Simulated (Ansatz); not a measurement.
PbF2: do energies and stresses tell the same story?

Theory: Ansatz, DFT PBE, scalar-relativistic, plane waves, PAW.

Plane waves to 420 eV, a k mesh through Γ of 8×8×8 on the computed 3-atom cell and Gaussian smearing (0.02 eV); no spin polarisation.

Relaxed cell: Fm-3m, a = 6.000 Å, b = 6.000 Å, c = 6.000 Å, α = 90.00°, β = 90.00°, γ = 90.00°, 3 atoms in the primitive cell. Whether it is the stable form of this composition wasn't checked.

Energies at zero smearing and pressures from the stress tensor, at volumes with shape and atoms relaxed:
| V (Å³/atom) | E − E(first) (meV/atom) | P (GPa) |
| --- | --- | --- |
| 16.919 | 0.00 | 4.81 |
| 17.459 | -11.77 | 2.21 |
| 17.999 | -15.36 | 0.03 |
| 18.539 | -12.28 | -1.81 |
| 19.079 | -3.51 | -3.35 |

Question: Check P = −dE/dV between neighbouring volumes, and get the bulk modulus from the pressures alone.

Answer: With 1 eV/Å³ = 160.2 GPa:
| middle V (Å³/atom) | −ΔE/ΔV (GPa) | mean P (GPa) |
| --- | --- | --- |
| 17.189 | 3.492 | 3.511 |
| 17.729 | 1.064 | 1.120 |
| 18.269 | -0.913 | -0.891 |
| 18.809 | -2.602 | -2.582 |

The two differ by 0.06 GPa at most. The mean of two end pressures misses the average over a step by about ΔV² P″/12, up to 0.04 GPa here; with that taken off 0.02 GPa remains. Around V = 17.999 Å³/atom, the two neighbours give B = −V ΔP/ΔV = 17.999 × 4.02 / 1.080 = 67.0 GPa, against B0 = 66.6 GPa from the Birch–Murnaghan fit of the energies.

Spin–orbit coupling is left out, which can shift energies with elements as heavy as these.

Cost: 6 runs of about 0.62 core-minutes in all, on Intel Xeon Platinum 8375C (Ice Lake) (shared hosts).